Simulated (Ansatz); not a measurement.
# TaN: the cost of one run

Method: DFT PBE, scalar-relativistic, plane waves, PAW, in Ansatz 0.2.0.

## Step 1: The structure to begin with

It takes space group P6/mmm (No. 191, hexagonal). The conventional cell has a = 5.191 Å, b = 5.191 Å, c = 2.908 Å, α = 90.00°, β = 90.00°, γ = 120.00°. Ta (site symmetry 6/mmm) is surrounded by 6 N at 2.60 Å and 2 Ta at 2.91 Å. Around Ta (site symmetry -6m2) lie 6 N at 2.09 Å. N (site symmetry mmm) is surrounded by 6 Ta at 2.09 to 2.60 Å.

Structure file:

```xyz
54
Lattice="7.7865 4.4955 0.0000 -7.7865 4.4955 0.0000 0.0000 0.0000 8.7240" Properties=species:S:1:pos:R:3 pbc="T T T"
Ta    0.0000    0.0000    0.0000
Ta    0.0000    0.0000    2.9080
Ta    0.0000    0.0000    5.8160
Ta   -2.5955    4.4955    0.0000
Ta   -2.5955    4.4955    2.9080
Ta   -2.5955    4.4955    5.8160
Ta    2.5955    4.4955    0.0000
Ta    2.5955    4.4955    2.9080
Ta    2.5955    4.4955    5.8160
Ta    0.0000    2.9970    1.4540
Ta    0.0000    2.9970    4.3620
Ta    0.0000    2.9970    7.2700
Ta    5.1910    2.9970    1.4540
Ta    5.1910    2.9970    4.3620
Ta    5.1910    2.9970    7.2700
Ta   -5.1910    2.9970    1.4540
Ta   -5.1910    2.9970    4.3620
Ta   -5.1910    2.9970    7.2700
Ta   -5.1910    5.9940    1.4540
Ta   -5.1910    5.9940    4.3620
Ta   -5.1910    5.9940    7.2700
Ta    0.0000    5.9941    1.4540
Ta    0.0000    5.9941    4.3620
Ta    0.0000    5.9941    7.2700
Ta   -2.5955    1.4985    1.4540
Ta   -2.5955    1.4985    4.3620
Ta   -2.5955    1.4985    7.2700
N    -5.1910    4.4955    0.0000
N    -5.1910    4.4955    2.9080
N    -5.1910    4.4955    5.8160
N     0.0000    4.4955    0.0000
N     0.0000    4.4955    2.9080
N     0.0000    4.4955    5.8160
N     5.1910    4.4955    0.0000
N     5.1910    4.4955    2.9080
N     5.1910    4.4955    5.8160
N     1.2977    2.2478    0.0000
N     1.2977    2.2478    2.9080
N     1.2977    2.2478    5.8160
N    -1.2977    6.7433    0.0000
N    -1.2977    6.7433    2.9080
N    -1.2977    6.7433    5.8160
N    -3.8933    2.2478    0.0000
N    -3.8933    2.2478    2.9080
N    -3.8933    2.2478    5.8160
N    -1.2977    2.2478    0.0000
N    -1.2977    2.2478    2.9080
N    -1.2977    2.2478    5.8160
N     3.8933    2.2478    0.0000
N     3.8933    2.2478    2.9080
N     3.8933    2.2478    5.8160
N     1.2977    6.7433    0.0000
N     1.2977    6.7433    2.9080
N     1.2977    6.7433    5.8160
```

The runs take a perfect supercell of 54 atoms; the defect goes to fractional position (0.167, 0.833, 0.000).

## Step 2: The perfect supercell

Contents of input.yaml:

```yaml
crystal:
  lattice:
    - [7.7865, 4.495538, 0.0]
    - [-7.7865, 4.495538, 0.0]
    - [0.0, 0.0, 8.724]
  atoms:
    - { symbol: Ta, position: [0.0, 0.0, 0.0] }
    - { symbol: Ta, position: [0.0, 0.0, 0.333333] }
    - { symbol: Ta, position: [0.0, 0.0, 0.666667] }
    - { symbol: Ta, position: [0.333333, 0.666667, 0.0] }
    - { symbol: Ta, position: [0.333333, 0.666667, 0.333333] }
    - { symbol: Ta, position: [0.333333, 0.666667, 0.666667] }
    - { symbol: Ta, position: [0.666667, 0.333333, 0.0] }
    - { symbol: Ta, position: [0.666667, 0.333333, 0.333333] }
    - { symbol: Ta, position: [0.666667, 0.333333, 0.666667] }
    - { symbol: Ta, position: [0.333333, 0.333333, 0.166667] }
    - { symbol: Ta, position: [0.333333, 0.333333, 0.5] }
    - { symbol: Ta, position: [0.333333, 0.333333, 0.833333] }
    - { symbol: Ta, position: [0.666667, 0.0, 0.166667] }
    - { symbol: Ta, position: [0.666667, 0.0, 0.5] }
    - { symbol: Ta, position: [0.666667, 0.0, 0.833333] }
    - { symbol: Ta, position: [0.0, 0.666667, 0.166667] }
    - { symbol: Ta, position: [0.0, 0.666667, 0.5] }
    - { symbol: Ta, position: [0.0, 0.666667, 0.833333] }
    - { symbol: Ta, position: [0.333333, 1.0, 0.166667] }
    - { symbol: Ta, position: [0.333333, 1.0, 0.5] }
    - { symbol: Ta, position: [0.333333, 1.0, 0.833333] }
    - { symbol: Ta, position: [0.666667, 0.666667, 0.166667] }
    - { symbol: Ta, position: [0.666667, 0.666667, 0.5] }
    - { symbol: Ta, position: [0.666667, 0.666667, 0.833333] }
    - { symbol: Ta, position: [0.0, 0.333333, 0.166667] }
    - { symbol: Ta, position: [0.0, 0.333333, 0.5] }
    - { symbol: Ta, position: [0.0, 0.333333, 0.833333] }
    - { symbol: "N", position: [0.166667, 0.833333, 0.0] }
    - { symbol: "N", position: [0.166667, 0.833333, 0.333333] }
    - { symbol: "N", position: [0.166667, 0.833333, 0.666667] }
    - { symbol: "N", position: [0.5, 0.5, 0.0] }
    - { symbol: "N", position: [0.5, 0.5, 0.333333] }
    - { symbol: "N", position: [0.5, 0.5, 0.666667] }
    - { symbol: "N", position: [0.833333, 0.166667, 0.0] }
    - { symbol: "N", position: [0.833333, 0.166667, 0.333333] }
    - { symbol: "N", position: [0.833333, 0.166667, 0.666667] }
    - { symbol: "N", position: [0.333333, 0.166667, 0.0] }
    - { symbol: "N", position: [0.333333, 0.166667, 0.333333] }
    - { symbol: "N", position: [0.333333, 0.166667, 0.666667] }
    - { symbol: "N", position: [0.666667, 0.833333, 0.0] }
    - { symbol: "N", position: [0.666667, 0.833333, 0.333333] }
    - { symbol: "N", position: [0.666667, 0.833333, 0.666667] }
    - { symbol: "N", position: [0.0, 0.5, 0.0] }
    - { symbol: "N", position: [0.0, 0.5, 0.333333] }
    - { symbol: "N", position: [0.0, 0.5, 0.666667] }
    - { symbol: "N", position: [0.166667, 0.333333, 0.0] }
    - { symbol: "N", position: [0.166667, 0.333333, 0.333333] }
    - { symbol: "N", position: [0.166667, 0.333333, 0.666667] }
    - { symbol: "N", position: [0.5, 0.0, 0.0] }
    - { symbol: "N", position: [0.5, 0.0, 0.333333] }
    - { symbol: "N", position: [0.5, 0.0, 0.666667] }
    - { symbol: "N", position: [0.833333, 0.666667, 0.0] }
    - { symbol: "N", position: [0.833333, 0.666667, 0.333333] }
    - { symbol: "N", position: [0.833333, 0.666667, 0.666667] }
basis:
  ecutwfc: 420
  fft_grid_basis: typed
kpoints:
  mp_grid: { grid: [3, 3, 2] }
hamiltonian:
  xc: pbe
  pseudopotentials: { kind: paw }
scf:
  occupations: { method: gaussian, width: 0.05 }
output:
  forces: true
  stress: false
  eigenvalues: true
  bader: false
  write_density: true
  volumetric_format: npy
```

Command:

```sh
ansatz run input.yaml --threads 8 --pin off --max-ram 16384MiB --backend cpu --events-out ev --progress --plain --runs-dir out
```

Q: Estimate wall time and peak memory on 8 threads of Arm Neoverse N1, shared host.

About 21 s, with a peak of 4.7 GiB.
